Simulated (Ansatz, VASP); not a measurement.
One calculation of CoSi, two programs

```
CELL_PARAMETERS angstrom
2.78133 0.00000 0.00000
0.00000 2.78133 0.00000
0.00000 0.00000 2.78133
ATOMIC_POSITIONS crystal
Co 0.00000 0.00000 0.00000
Si 0.50000 0.50000 0.50000
```

Alike in both runs: task single point; functional PBE; k mesh 12 × 12 × 12; occupations fermi-dirac, width 0.03 eV; collinear spin.

|  | VASP | Ansatz |
| --- | --- | --- |
| version | VASP 6.6.1 | Ansatz 0.2.0 |
| potentials or method | VASP PAW PBE potentials, release 64 (Co, Si), cutoff 520 eV | all-electron PAW with datasets made for the crystal, scalar-relativistic |

```csv
,VASP,Ansatz,Ansatz less VASP
net moment per atom (μB),0.30,0.32,+0.017
size of the moment on the site where the two differ most (μB),0.59,0.63,+0.040
```

Site moments also hang on the region over which each program counts them. Ansatz ran all-electron here, so the differences hold the error of VASP's frozen core and of both bases. Ansatz warned: «band_levels_unverified».
